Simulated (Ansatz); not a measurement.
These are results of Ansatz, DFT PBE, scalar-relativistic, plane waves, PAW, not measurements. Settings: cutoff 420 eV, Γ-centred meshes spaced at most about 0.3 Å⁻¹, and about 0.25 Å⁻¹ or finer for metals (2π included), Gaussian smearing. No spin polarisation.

These are static total energies at zero pressure.

Two relaxed structures of MgTe4:

A.

```
Mg Te
1.0
     5.42005    0.00000    0.00000
     0.00000    5.42005    0.00000
     0.00000    0.00000    5.42005
Mg Te
1 4
Direct
  0.00000 0.00000 0.00000
  0.50000 0.00000 0.00000
  0.00000 0.50000 0.00000
  0.00000 0.00000 0.50000
  0.50000 0.50000 0.50000
```

B.

```
Mg Te
1.0
     5.76150    0.00000    0.00000
     0.00000    5.76150    0.00000
     0.00000    0.00000    5.76150
Mg Te
1 4
Direct
  0.00000 0.00000 0.00000
  0.50000 0.50000 0.50000
  0.00000 0.50000 0.50000
  0.50000 0.00000 0.50000
  0.50000 0.50000 0.00000
```

Question: Which arrangement of the elements on these sites is preferred, and by what margin?

Answer: A is lower, by 117 meV/atom. The two share one framework of sites and differ in which element sits where. A has space group Pm-3m (No. 221), 31.8 Å³/atom and no gap on its mesh; B has space group Pm-3m (No. 221), 38.3 Å³/atom and no gap. Counting Te atoms around Mg (those within 1.25 times the shortest such distance or 1.15 times the sum of covalent radii, 1.27 where that leaves under three; a plus sign parts nearer from farther groups; the shortest distance is added where it exceeds 1.18 times the sum of covalent radii), A has Mg 6 and B has Mg 12+8 from 4.1 Å. B holds Te–Te bonds in all directions (shortest 2.88 Å); in A the shortest Te–Te distance is 3.83 Å. The denser one is the lower, and pressure would at first widen the difference. Even the lower one lies +0.28 eV/atom against the reference forms of the elements (uncorrected), so neither is stable at this level. In A, Mg is surrounded by 6 Te at 2.71 Å; Te on a site of symmetry 4/mmm has 2 Mg at 2.71 Å and 12 Te at 3.83 Å; Te on a site of symmetry m-3m has 12 Te at 3.83 Å. In B, around Mg lie 12 Te at 4.07 Å (long against covalent radii, as for large ions); around Te on a site of symmetry m-3m lie 6 Te at 2.88 Å; around Te on a site of symmetry 4/mmm lie 2 Te at 2.88 Å, 4 Mg at 4.07 Å and 8 Te at 4.07 Å. Both come from invented guesses. The lowest form computed isn't among them: it has space group I4/m (No. 87), 37.6 Å³/atom and lies 0.39 eV/atom below the best shown.

Spin–orbit coupling, which can matter for Te, is left out.
